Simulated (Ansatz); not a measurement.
Calculated electric field gradients for SiO₂

The cell is a Materials Project structure (computed, not necessarily an observed phase), taken as it stands.

Space group Pbcn (No. 60); a = 8.6878, b = 10.4382, c = 4.8414 Å.

```csv
site,Wyckoff,site symmetry,x,y,z
Si1,8d,1,0.2867,0.9159,0.0606
Si4,4c,.2.,0.0000,0.7831,0.2500
O13,8d,1,0.8912,0.8701,0.4476
O15,8d,1,0.3946,0.8011,0.9556
O17,8d,1,0.1792,0.4575,0.3768
```

One atom of each set is listed.

All values are calculated (Ansatz; DFT, r2SCAN, plane waves and PAW, scalar-relativistic, 500 eV cutoff, Γ-centred 3×3×5 k-points, Fermi–Dirac smearing 0.02 eV), not measured.

C_Q = eQV_zz/h, which is 24.18 MHz for Q = 1 b and V_zz = 10²¹ V/m²; η = (V_xx − V_yy)/V_zz.

17O: I = 5/2, Q = -25.58 mb. Nuclear quadrupole moments: year-2017 set (Pyykkö).

```csv
site,atoms,first shell,V_zz (10²¹ V/m²),η,C_Q (MHz)
Si1,8,4 O at 1.60–1.62 Å,1.90,0.46,–
Si4,4,4 O at 1.61–1.62 Å,-0.92,0.08,–
O13,8,"2 Si at 1.62 Å, angle 135°",9.07,0.30,-5.61
O15,8,"2 Si at 1.60–1.61 Å, angle 159°",10.02,0.09,-6.20
O17,8,"2 Si at 1.62 Å, angle 135°",8.54,0.39,-5.28
```

At O13 and O17 V_zz runs parallel to the line that joins its two neighbours (within 5°) in each case. At O15 V_zz points along the line of its two bonds (within 3°).

Si has no stable isotope with a ground-state quadrupole moment in the table, so no C_Q is given.

The run took 2.5 min of wall time (2.5 min of CPU time) and 1.7 GiB at its peak, on 1 thread of Arm Neoverse V2 (aarch64; 8 cores open to the job, memory cap 2.5 GiB, no GPU), a shared host with a load of 0.5 a core.
